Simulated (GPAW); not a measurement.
# MgO (Fm-3m) in GPAW: single point with PBE

Aim: the single point of MgO with PBE.

Program: GPAW 26.7.0. These are calculated values, not measurements. Logs are shortened: lines on timing, memory, paths and dates and some standing lists are left out, and cuts for length are marked. The log counts tension as positive stress, the text compression.

**The experiment to reproduce.**

From “Electronic structure of alkaline earth and post-transition metal oxides”, 2009, arxiv:0908.1581, for a bulk crystal of MgO: band gap 7.83 eV.

The runs below are set against these values where they give the same quantity.

## Step 1: The crystal as given

It takes space group Fm-3m (No. 225, cubic). The conventional cell has a = 4.194 Å, b = 4.194 Å, c = 4.194 Å, α = 90.00°, β = 90.00°, γ = 90.00°. Mg (site symmetry m-3m) is surrounded by 6 O at 2.10 Å. O (site symmetry m-3m) is surrounded by 6 Mg at 2.10 Å.

The cell is a database's computed one.

## Step 2: Single point, PBE

run.py reads:

```python
from ase.io import read
from gpaw import PW
from gpaw.dft import DFT

atoms = read('MgO.xyz')

dft = DFT(atoms,
          mode=PW(800),
          xc='PBE',
          kpts={'size': (11, 11, 11), 'gamma': True},
          occupations={'name': 'fermi-dirac', 'width': 0.05},
          nbands=16,
          convergence={'density': 1e-05, 'energy': 1e-05},
          maxiter=150,
          txt='gpaw.txt')
print(f'Energy: {dft.calculate_energy():.6f} eV')
print('Forces (eV/A):')
print(dft.calculate_forces().round(4))
print('Stress (eV/A^3):', dft.calculate_stress().round(6))
dft.write_gpw_file('gs.gpw')
```

MgO.xyz reads:

```xyz
2
Lattice="0.0000000000 2.0970013927 2.0970013927 2.0970013927 0.0000000000 2.0970013927 2.0970013927 2.0970013927 0.0000000000" Properties=species:S:1:pos:R:3 pbc="T T T"
Mg     0.0000000000      0.0000000000      0.0000000000
O      2.0970013927      2.0970013927      2.0970013927
```

Potentials or basis: GPAW PAW data sets (gpaw-data 1.2.1), pw.

Command:

```
$ OMP_NUM_THREADS=1 python run.py
```

gpaw.txt:

```text
Diagonalizing LCAO Hamiltonian
Converting LCAO to pw mode

              O

       Mg

Atoms  # Å, Bohr magnetons
|   | symbol |        x |        y |        z |    initial magnetic moments |
|---|--------|----------|----------|----------|-----------------------------|
| 0 |     Mg | 0.000000 | 0.000000 | 0.000000 | ( 0.0000,  0.0000,  0.0000) |
| 1 |      O | 2.097001 | 2.097001 | 2.097001 | ( 0.0000,  0.0000,  0.0000) |

Unit cell  # Å
| periodic |        x |        y |        z |  lengths |    angles |
|----------|----------|----------|----------|----------|-----------|
|      yes | 0.000000 | 2.097001 | 2.097001 | 2.965608 | 60.000000 |
|      yes | 2.097001 | 0.000000 | 2.097001 | 2.965608 | 60.000000 |
|      yes | 2.097001 | 2.097001 | 0.000000 | 2.965608 | 60.000000 |

Number of symmetries: 48
Symmetry operations  # r_c * U_cc + t_c -> r_c
|    | kind |            matrix            |
|----|------|------------------------------|
|  0 |  σ   |  1, 0, 0,  1, 0,-1,  1,-1, 0 |
|  1 |  C2  |  1, 0, 0,  1,-1, 0,  1, 0,-1 |
|  2 |  E   |  1, 0, 0,  0, 1, 0,  0, 0, 1 |
|  3 |  σ   |  1, 0, 0,  0, 0, 1,  0, 1, 0 |
|  4 |  C4  |  1, 0,-1,  1, 0, 0,  1,-1, 0 |
|  5 |  S6  |  1, 0,-1,  1,-1, 0,  1, 0, 0 |
|  6 |  σ   |  1, 0,-1,  0, 1,-1,  0, 0,-1 |
|  7 |  C3  |  1, 0,-1,  0, 0,-1,  0, 1,-1 |
|  8 |  S6  |  1,-1, 0,  1, 0, 0,  1, 0,-1 |
|  9 |  C4  |  1,-1, 0,  1, 0,-1,  1, 0, 0 |
| 10 |  C3  |  1,-1, 0,  0,-1, 1,  0,-1, 0 |
| 11 |  σ   |  1,-1, 0,  0,-1, 0,  0,-1, 1 |
| 12 |  σ   |  0, 1, 0,  1, 0, 0,  0, 0, 1 |
| 13 |  C4  |  0, 1, 0,  0, 1,-1, -1, 1, 0 |
| 14 |  C3  |  0, 1, 0,  0, 0, 1,  1, 0, 0 |
| 15 |  S6  |  0, 1, 0, -1, 1, 0,  0, 1,-1 |
| 16 |  C2  |  0, 1,-1,  1, 0,-1,  0, 0,-1 |
| 17 |  σ   |  0, 1,-1,  0, 1, 0, -1, 1, 0 |
| 18 |  S4  |  0, 1,-1,  0, 0,-1,  1, 0,-1 |
| 19 |  C4  |  0, 1,-1, -1, 1, 0,  0, 1, 0 |
| 20 |  C3  |  0, 0, 1,  1, 0, 0,  0, 1, 0 |
| 21 |  σ   |  0, 0, 1,  0, 1, 0,  1, 0, 0 |
| 22 |  S6  |  0, 0, 1,  0,-1, 1, -1, 0, 1 |
| 23 |  C4  |  0, 0, 1, -1, 0, 1,  0,-1, 1 |
| 24 |  S4  |  0, 0,-1,  1, 0,-1,  0, 1,-1 |
| 25 |  C3  |  0, 0,-1,  0, 1,-1,  1, 0,-1 |
| 26 |  C2  |  0, 0,-1,  0,-1, 0, -1, 0, 0 |
| 27 |  S6  |  0, 0,-1, -1, 0, 0,  0,-1, 0 |
| 28 |  S4  |  0,-1, 1,  1,-1, 0,  0,-1, 0 |
| 29 |  C4  |  0,-1, 1,  0, 0, 1, -1, 0, 1 |
| 30 |  C2  |  0,-1, 1,  0,-1, 0,  1,-1, 0 |
| 31 |  σ   |  0,-1, 1, -1, 0, 1,  0, 0, 1 |
| 32 |  C3  |  0,-1, 0,  1,-1, 0,  0,-1, 1 |
| 33 |  S6  |  0,-1, 0,  0, 0,-1, -1, 0, 0 |
| 34 |  S4  |  0,-1, 0,  0,-1, 1,  1,-1, 0 |
| 35 |  C2  |  0,-1, 0, -1, 0, 0,  0, 0,-1 |
| 36 |  C2  | -1, 1, 0,  0, 1, 0,  0, 1,-1 |
| 37 |  S6  | -1, 1, 0,  0, 1,-1,  0, 1, 0 |
| 38 |  S4  | -1, 1, 0, -1, 0, 1, -1, 0, 0 |
| 39 |  C3  | -1, 1, 0, -1, 0, 0, -1, 0, 1 |
| 40 |  S6  | -1, 0, 1,  0, 0, 1,  0,-1, 1 |
| 41 |  C2  | -1, 0, 1,  0,-1, 1,  0, 0, 1 |
| 42 |  C3  | -1, 0, 1, -1, 1, 0, -1, 0, 0 |
| 43 |  S4  | -1, 0, 1, -1, 0, 0, -1, 1, 0 |
| 44 |  C2  | -1, 0, 0,  0, 0,-1,  0,-1, 0 |
| 45 |  i   | -1, 0, 0,  0,-1, 0,  0, 0,-1 |
| 46 |  σ   | -1, 0, 0, -1, 1, 0, -1, 0, 1 |
| 47 |  C2  | -1, 0, 0, -1, 0, 1, -1, 1, 0 |

BZ-sampling:
  Number of BZ points: 1331
  Number of IBZ points: 56

  Monkhorst-Pack size: [11, 11, 11]
  Monkhorst-Pack shift: [0, 0, 0]

K-points  # in reciprocal-cell coordinates
|     |                                coordinates |     weight |
|-----|--------------------------------------------|------------|
|   0 | (  0.00000000,   0.00000000,   0.00000000) | 0.00075131 |
|   1 | (  0.09090909,   0.09090909,   0.00000000) | 0.00450789 |
|   2 | (  0.09090909,   0.09090909,   0.09090909) | 0.00601052 |
|   3 | (  0.18181818,   0.09090909,   0.09090909) | 0.00901578 |
|   4 | (  0.18181818,   0.18181818,   0.00000000) | 0.00450789 |
|   5 | (  0.18181818,   0.18181818,   0.09090909) | 0.01803156 |
|   6 | (  0.18181818,   0.18181818,   0.18181818) | 0.00601052 |
|   7 | (  0.27272727,   0.18181818,   0.09090909) | 0.01803156 |
|   8 | (  0.27272727,   0.18181818,   0.18181818) | 0.01803156 |
|   9 | (  0.27272727,   0.27272727,   0.00000000) | 0.00450789 |
| ... |                                            |            |
|  55 | (  0.45454545,   0.45454545,   0.45454545) | 0.00601052 |

Plane wave coefficients: 959
Cutoff: 800.0 eV

Spin-components: 1 (collinear spins)
Bands:           16
Projectors:      10
Spin-degeneracy: 2
Datatype:        complex128

Density:
  Valence electrons: 16.0
  Components: 1
  Grid points: [20 20 20]
  Charge: 0.0  # |e|

Potential:
  Grid points: [20 20 20]

species:
  Mg:
    name:    Magnesium
    Z:       12.0
    valence: 10
    core:    2
    charge:  0.0  # [|e|]
    compensation charges:
      type: gauss
      rc: 0.33  # [Å]
      lmax: 2
    cutoffs:
      filter: 1.86  # [Å]
      core: 0.54  # [Å]
    projectors
    | kind |    occ | energy [eV] | rcut [Å] |
    |------|--------|-------------|----------|
    |   2s |  2.000 |     -79.840 |    1.090 |
    |   3s |  2.000 |      -4.705 |    1.090 |
    |   2p |  6.000 |     -46.613 |    1.085 |
    |   3p |  0.000 |      -1.330 |    1.085 |
    |    d |        |       0.000 |    1.037 |

    Using partial waves for Mg as LCAO basis

  O:
    name:    Oxygen
    Z:       8.0
    valence: 6
    core:    2
    charge:  0.0  # [|e|]
    compensation charges:
      type: gauss
      rc: 0.21  # [Å]
      lmax: 2
    cutoffs:
      filter: 1.17  # [Å]
      core: 0.83  # [Å]
    projectors
    | kind |    occ | energy [eV] | rcut [Å] |
    |------|--------|-------------|----------|
    |   2s |  2.000 |     -23.961 |    0.688 |
    |   2p |  4.000 |      -9.029 |    0.598 |
    |    s |        |       3.251 |    0.688 |
    |    p |        |      18.182 |    0.598 |
    |    d |        |       0.000 |    0.619 |

    Using partial waves for O as LCAO basis

Reference energy: -7490.497190  # eV

eigensolver:
  PPCG
  Converge bands: occupied
  niter=2

density mixing:
  MSR1-Mixer
  Pratt-step length: 0.05
  Maximum mixing coefficient: 0.75
  Old densities: 10
  SVD Regularization: 0.005
  Good broyden scale: 1.0
  Trust region scale: 1.0
  Backstep threshold: 4.0
  History deletion threshold: 6.0
  Fourier metric: weight=20.0, sigma=0.015

occupation numbers:
  Fermi-Dirac:
    width: 0.0500  # eV

poisson solver:
  ecut: 6400.0  # eV

xc functional:
  name: PBE with 2 nearest neighbor stencil

convergence criteria:
- Maximum integral of absolute [dens]ity change: 1e-05 electrons / valence electron
- Maximum [total energy] change in last 3 cyles: 1e-05 eV / valence electron
- Maximum integral of absolute [eigenst]ate change: 4e-08 eV^2 / valence electron
maximum number of iterations: 150

SCF iterations
|iter     | |      energy | eigst |  dens |
|---------|-|-------------|-------|-------|
|iter:   1| |  -13.516536 | +0.17 |       |
|iter:   2| |  -13.159845 | -2.14 | -0.99 |
|iter:   3| |  -12.183760 | -1.37 | -1.04 |
|iter:   4| |  -12.189972 | -3.10 | -1.58 |
|iter:   5| |  -12.195715 | -3.07 | -1.85 |
|iter:   6| |  -12.195768 | -5.29 | -3.02 |
|iter:   7| |  -12.195785c| -6.18 | -3.40 |
|iter:   8| |  -12.195785c| -7.95c| -4.39 |
|iter:   9| |  -12.195785c| -8.21c| -5.14c|
SCF steps: 9
Energy contributions relative to reference atoms: (reference = -7490.497190)

Energy contributions:
  Kinetic:          13.284714
  Coulomb:         -11.227278
  Zero:              0.191287
  External:          0.000000
  Xc:              -14.444509
  Entropy:          -0.000000
  Spinorbit:         0.000000
  ----------------------------
  Free energy:     -12.195785
  Extrapolated:    -12.195785

Forces  # eV/Ang
|        x |        y |        z |
|----------|----------|----------|
|  0.00000 | -0.00000 | -0.00000 |  # Mg   0
| -0.00000 |  0.00000 |  0.00000 |  # O    1

Stress tensor  # eV/Ang^3
|         x |         y |         z |
|-----------|-----------|-----------|
| -0.043490 | -0.000000 | -0.000000 |
| -0.000000 | -0.043490 | -0.000000 |
| -0.000000 | -0.000000 | -0.043490 |

Writing to gs.gpw (mode='')

  __  _  _
 | _ |_)|_||  |
 |__||  | ||/\| - 26.7.0

Input parameters:
  mode=PW(ecut=800.0),
  convergence={'density': 1e-05, 'energy': 1e-05},
  kpts=MonkhorstPack(size=(11, 11, 11), gamma=True),
  maxiter=150,
  nbands=16,
  occupations=Occupations(name='fermi-dirac', width=0.05),
  xc=XC(name='PBE')
# Writing to gs.gpw (mode='')
```

Wall time 15 s (1 thread of Arm Neoverse V1, shared host); peak memory 0.15 GiB.

Results:

```
Free energy            : -12.1958 eV
Pressure               : 7.0 GPa
Band gap on the k mesh : 4.89 eV, direct
```

## Step 3: Against experiment

Step 2. Against the measured gap of MgO, 7.83 eV (quoted in “Electronic structure of alkaline earth and post-transition metal oxides”, 2009, arxiv:0908.1581), the calculated 4.89 eV is off by -2.94 eV. The value is that of PBE, without temperature or zero-point motion. Semilocal functionals fall short of measured gaps as a rule. The cell is a database's relaxed one, not the measured one, which moves gaps too.
